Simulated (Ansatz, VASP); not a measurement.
**HfO2 in VASP and in Ansatz**

```xyz
6
Lattice="4.8454 0.0000 0.0000 0.0000 4.8454 0.0000 0.0000 0.0000 3.2266" Properties=species:S:1:pos:R:3 pbc="T T T"
Hf    2.4227    2.4227    1.6133
Hf    0.0000    0.0000    0.0000
O     3.9008    0.9446    1.6133
O     3.3673    3.3673    0.0000
O     1.4781    1.4781    0.0000
O     0.9446    3.9008    1.6133
```

Change from the starting cell: volume scaled by 1.02.

Alike in both runs: task single point; functional PBE; k mesh 6 × 6 × 8; occupations fermi-dirac, width 0.05 eV; no spin polarisation.

|  | VASP | Ansatz |
| --- | --- | --- |
| version | VASP 6.6.1 | Ansatz 0.2.0 |
| potentials or method | VASP PAW PBE potentials, release 64 (Hf_pv, O), cutoff 520 eV | all-electron LAPW, scalar-relativistic |

```csv
,VASP,Ansatz,Ansatz less VASP
gap on the k mesh at the Fermi level (eV),3.90,3.96,+0.055
least direct gap on the mesh (eV),3.90,3.96,+0.055
pressure (GPa),0.9,3.8,+2.90
largest component of the traceless stress (GPa),0.54,0.03,-0.510
rms of the force components (eV/Å),0.016,0.007,-0.0087
```

Atom by atom the forces differ by 0.023 eV/Å (rms over components). Ansatz ran all-electron here, so the differences hold the error of VASP's frozen core and of both bases.

Caveats: spin-orbit coupling is left out, which moves the levels of the heavy elements. A k mesh can miss the band edges.
